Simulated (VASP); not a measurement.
# PbSe (Pm-3m) in VASP: a series of runs

One crystal, PbSe, is run at these levels: PBEsol; tasks: single point.

Everything below comes from runs of VASP 6.6.1. Logs are shortened: lines on timing, memory, paths and dates and some standing lists are left out, and cuts for length are marked.

## (1) The structure

The structure is cubic, space group Pm-3m (No. 221). The conventional cell has a = 3.784 Å, b = 3.784 Å, c = 3.784 Å, α = 90.00°, β = 90.00°, γ = 90.00°. Pb (site symmetry m-3m) has 8 Se at 3.28 Å as nearest neighbours. Around Se (site symmetry m-3m) lie 8 Pb at 3.28 Å.

Measurements of this composition are mostly on another form, of space group No. 225.

## (2) Single point, PBEsol

The input, INCAR:

```
SYSTEM = PbSe
  ADDGRID = .False.
  ALGO = Normal
  EDIFF = 1E-4
  ENCUT = 520
  GGA = PS
  ISIF = 2
  ISMEAR = 0
  LASPH = .True.
  LCHARG = .False.
  LREAL = .False.
  LWAVE = .False.
  NELM = 100
  PREC = Accurate
  SIGMA = 0.05
```

The input, KPOINTS:

```
k-points
0
Gamma
  7 7 7
  0 0 0
```

The input, POSCAR:

```
PbSe
1.0
    3.7843220000      0.0000000000      0.0000000000
    0.0000000000      3.7843220000      0.0000000000
    0.0000000000      0.0000000000      3.7843220000
Pb Se
1 1
Direct
    0.0000000000      0.0000000000      0.0000000000
    0.5000000000      0.5000000000      0.5000000000
```

Potentials or basis: VASP PAW PBE potentials, release 64 (Pb_d, Se).

The run is started by

```bash
> cat potpaw_PBE.64/Pb_d/POTCAR potpaw_PBE.64/Se/POTCAR > POTCAR
> mpirun -np 1 vasp_std > vasp.out
```

OUTCAR:

```text
SYSTEM = PbSe
   EDIFF = 1E-4
   ENCUT = 520
   GGA = PS
   ISIF = 2
   ISMEAR = 0
   LASPH = .True.
   LREAL = .False.
   NELM = 100
   PREC = Accurate

 Found     20 irreducible k-points:

 Following reciprocal coordinates:
            Coordinates               Weight
  0.000000  0.000000  0.000000      1.000000
  0.142857  0.000000  0.000000      6.000000
  0.285714  0.000000  0.000000      6.000000
  0.428571  0.000000  0.000000      6.000000
  0.142857  0.142857  0.000000     12.000000
  0.285714  0.142857  0.000000     24.000000
   k-points           NKPTS =     20   k-points in BZ     NKDIM =     20   number of bands    NBANDS=     14
   number of dos      NEDOS =    301   number of ions     NIONS =      2
   total plane-waves  NPLWV =  21952
   dimension x,y,z NGX =    28 NGY =   28 NGZ =   28
   dimension x,y,z NGXF=    56 NGYF=   56 NGZF=   56
   ions per type =               1   1
   NGX,Y,Z   is equivalent  to a cutoff of  12.30, 12.30, 12.30 a.u.
   NGXF,Y,Z  is equivalent  to a cutoff of  24.60, 24.60, 24.60 a.u.
 SYSTEM =  PbSe
   PREC   = accura    normal or accurate (medium, high low for compatibility)
   ISTART =      0    job   : 0-new  1-cont  2-samecut
   ICHARG =      2    charge: 1-file 2-atom 10-const
   ISPIN  =      1    spin polarized calculation?
   LNONCOLLINEAR =      F non collinear calculations
   LSORBIT =      F    spin-orbit coupling
   LASPH  =      T    aspherical Exc in radial PAW
   ENCUT  =  520.0 eV  38.22 Ry    6.18 a.u.   7.04  7.04  7.04*2*pi/ulx,y,z
   NELM   =    100;   NELMIN=  2; NELMDL= -5     # of ELM steps
   EDIFF  = 0.1E-03   stopping-criterion for ELM
   LREAL  =      F    real-space projection
   EDIFFG = 0.1E-02   stopping-criterion for IOM
   NSW    =      0    number of steps for IOM
   IBRION =     -1    ionic relax: 0-MD 1-quasi-New 2-CG
   NFREE  =      0    steps in history (QN), initial steepest desc. (CG)
   ISIF   =      2    stress and relaxation
   ISYM   =      2    0-nonsym 1-usesym 2-fastsym
   POTIM  = 0.5000    time-step for ionic-motion
   TEBEG  =    0.0;   TEEND  =   0.0 temperature during run
   PSTRESS=    0.0 pullay stress
   NELECT =      20.0000    total number of electrons
   NUPDOWN=      -1.0000    fix difference up-down
   EMIN   =  10.00;   EMAX   =-10.00  energy-range for DOS
   EFERMI =   0.00;   METHOD = LEGACY
   ISMEAR =     0;   SIGMA  =   0.05  broadening in eV -4-tet -1-fermi 0-gaus
   EFERMI_NEDOS =   21; number of points for ismear=-14 and -15
   IALGO  =     38    algorithm
   IMIX   =      4    mixing-type and parameters
     AMIX     =   0.40;   BMIX     =  1.00
     AMIX_MAG =   1.60;   BMIX_MAG =  1.00
  volume/ion in A,a.u.               =      27.10       182.87
  Fermi-wavevector in a.u.,A,eV,Ry     =   1.174258  2.219025 18.760817  1.378881
  Thomas-Fermi vector in A             =   2.310658
   LORBIT       =      0    0 simple, 1 ext, 2 COOP (PROOUT), +10 PAW based schemes
   GGA     = PS    functional components
   LHFCALC =     F    Hartree Fock is set to
   AEXX    =    0.0000 exact exchange contribution
   IVDW    =     0    specifies the selected vdW correction
   LEPSILON=     F    determine dielectric tensor
   LRPA    =     F    only Hartree local field effects (RPA)
 non-spin polarized calculation
 Gauss-broadening in eV      SIGMA  =   0.05
  energy-cutoff  :      520.00
  volume of cell :       54.20
 maximum number of plane-waves:      1474
   NGX = 15   NGY = 15   NGZ = 15

 number of electron      20.0000009 magnetization

 Free energy of the ion-electron system (eV)
  ---------------------------------------------------
  ext. energy  EPLUGINS =         0.00000000
  ---------------------------------------------------
  free energy    TOTEN  =        -8.47184395 eV

  energy without entropy =       -8.47020555  energy(sigma->0) =       -8.47102475

 E-fermi :   5.1180     XC(G=0): -10.1236

 val. band max:        5.0513477997   @ k =   0.2857   0.1429   0.1429
 cond. band min:       5.1390824497   @ k =   0.4286   0.4286   0.0000
 fundamental gap:      0.0877346500
 Fermi energy:         5.1180217465

 k-point     1 :       0.0000    0.0000    0.0000
  band No.  band energies     occupation
      1     -11.6412      2.00000
      2     -11.6412      2.00000
      3     -11.4912      2.00000
      4     -11.4912      2.00000
      5     -11.4912      2.00000
      6      -8.0456      2.00000
      7      -1.8986      2.00000
      8       3.6798      2.00000
      9       3.6798      2.00000
     10       3.6798      2.00000
     11      10.2292      0.00000
     12      10.2292      0.00000
     13      11.2242      0.00000
     14      11.2242      0.00000

 k-point     2 :       0.1429    0.0000    0.0000
  band No.  band energies     occupation
      1     -11.6399      2.00000
      2     -11.6191      2.00000
      3     -11.4994      2.00000
      4     -11.4994      2.00000
      5     -11.4905      2.00000
      6      -7.8974      2.00000
      7      -2.1961      2.00000
      8       3.5856      2.00000
      9       3.8540      2.00000
     10       3.8540      2.00000
     11       9.5479      0.00000
     12      10.3870      0.00000
     13      10.7442      0.00000
     14      10.7442      0.00000

 k-point     3 :       0.2857    0.0000    0.0000
  band No.  band energies     occupation
      1     -11.6370      2.00000
      2     -11.5696      2.00000
      3     -11.5177      2.00000
      4     -11.5177      2.00000
      5     -11.4888      2.00000
      6      -7.5003      2.00000
      7      -2.9495      2.00000
      8       3.7281      2.00000
      9       4.3182      2.00000
     10       4.3182      2.00000
     11       7.5897      0.00000
     12       9.6533      0.00000
     13       9.6533      0.00000
     14      10.8441      0.00000

 k-point     4 :       0.4286    0.0000    0.0000
  band No.  band energies     occupation
      1     -11.6347      2.00000
      2     -11.5323      2.00000
      3     -11.5323      2.00000
      4     -11.5302      2.00000
      5     -11.4875      2.00000
      6      -7.0707      2.00000
      7      -3.6698      2.00000
      8       4.4505      2.00000
      9       4.8190      2.00000
     10       4.8190      2.00000
     11       5.8078      0.00000
     12       8.7103      0.00000
     13       8.7103      0.00000
     14      11.4630      0.00000

 k-point     5 :       0.1429    0.1429    0.0000
  band No.  band energies     occupation
      1     -11.6284      2.00000
      2     -11.6070      2.00000
      3     -11.5095      2.00000
      4     -11.4993      2.00000
      5     -11.4977      2.00000
      6      -7.7518      2.00000
      7      -2.3727      2.00000
      8       2.9200      2.00000
      9       4.0153      2.00000
     10       4.4808      2.00000
     11       8.5915      0.00000
     12      10.1850      0.00000
     13      10.4477      0.00000
     14      11.1532      0.00000

 k-point     6 :       0.2857    0.1429    0.0000
  band No.  band energies     occupation
      1     -11.6219      2.00000
      2     -11.5605      2.00000
      3     -11.5320      2.00000
      4     -11.5165      2.00000
      5     -11.4965      2.00000
      6      -7.3656      2.00000
      7      -2.9094      2.00000
      8       2.6364      2.00000
      9       4.4384      2.00000
     10       4.9443      2.00000
     11       6.9548      0.00000
     12       9.6584      0.00000
     13       9.7088      0.00000
     14      11.7066      0.00000

 [... further k-points ...]

------------------------ aborting loop because EDIFF is reached ----------------------------------------

  FORCE on cell =-STRESS in cart. coord.  units (eV):
  Direction    XX          YY          ZZ          XY          YZ          ZX
  --------------------------------------------------------------------------------------
  -------------------------------------------------------------------------------------
  Total       -1.0183625     -1.0183625     -1.0183625      0.0000000      0.0000000     -0.0000000
  in kB      -30.1056992    -30.1056992    -30.1056992      0.0000000      0.0000000     -0.0000000
  external PRESSURE =     -30.1056992 kB  Pullay stress =       0.0000000 kB

 VOLUME and BASIS-vectors are now :
 -----------------------------------------------------------------------------
  energy-cutoff  :      520.00
  volume of cell :       54.20
      direct lattice vectors                 reciprocal lattice vectors
     3.784322000  0.000000000  0.000000000     0.264248127  0.000000000  0.000000000
     0.000000000  3.784322000  0.000000000     0.000000000  0.264248127  0.000000000
     0.000000000  0.000000000  3.784322000     0.000000000  0.000000000  0.264248127

 POSITION                                       TOTAL-FORCE (eV/Angst)
 -----------------------------------------------------------------------------------
      0.00000      0.00000      0.00000         0.000000      0.000000      0.000000
      1.89216      1.89216      1.89216         0.000000      0.000000      0.000000
 -----------------------------------------------------------------------------------
    total drift:                               -0.000000      0.000000      0.000000

  FREE ENERGIE OF THE ION-ELECTRON SYSTEM (eV)
  ---------------------------------------------------
  free  energy   TOTEN  =        -8.4718439482 eV

  energy  without entropy=       -8.4702055461  energy(sigma->0) =       -8.47102475
```

Run time: 10 s. Hardware: 1 thread of Intel Xeon Platinum 8488C (Sapphire Rapids), shared host; peak memory 0.16 GiB.

The run converged, but some of its settings lie outside the range that counts as converged, so its numbers aren't taken as properties of the crystal.

Results:

```
Free energy            : -8.4718 eV
Pressure               : -3.0 GPa
Band gap on the k mesh : none (metal or under the smearing width)
```

Caveat: the PAW data sets were made with another functional, which shifts forces and pressure a little.

## (3) Single point, PBEsol

INCAR is that of step 2.

KPOINTS is that of step 2.

The input, POSCAR:

```
PbSe
1.0
    3.7843220000      0.0000000000      0.0000000000
    0.0000000000      3.7843220000      0.0000000000
    0.0000000000      0.0000000000      3.7843220000
Pb Se
1 1
Direct
    0.0499830000      0.0304240000      0.0268320000
    0.4857650000      0.4915870000      0.4882140000
```

Potentials or basis: VASP PAW PBE potentials, release 64 (Pb_d, Se).

The run is started by

```bash
> cat potpaw_PBE.64/Pb_d/POTCAR potpaw_PBE.64/Se/POTCAR > POTCAR
> mpirun -np 1 vasp_std > vasp.out
```

Wall time 64 s (1 thread of Intel Xeon Platinum 8488C (Sapphire Rapids), shared host); peak memory 0.27 GiB.

These settings aren't checked as converged: the numbers below hold their error.

What came out:

```yaml
Free_energy: -8.5089 eV
Pressure: -1.7 GPa
Largest_force: 0.188 eV/Å
Band_gap_on_the_k_mesh: none (metal or under the smearing width)
```

Caveat: the PAW data sets were made with another functional, which shifts forces and pressure a little.

## (4) The reference run

An earlier run on the cell as given: functional PBE; potentials or basis VASP PAW PBE potentials, release 64 (Pb_d, Se); cutoff 520 eV; k mesh 7 × 7 × 7; occupations fermi-dirac, width 0.05 eV; no spin polarisation.

* Pressure: -0.2 GPa
* Band gap on the k mesh: none (metal or under the smearing width)
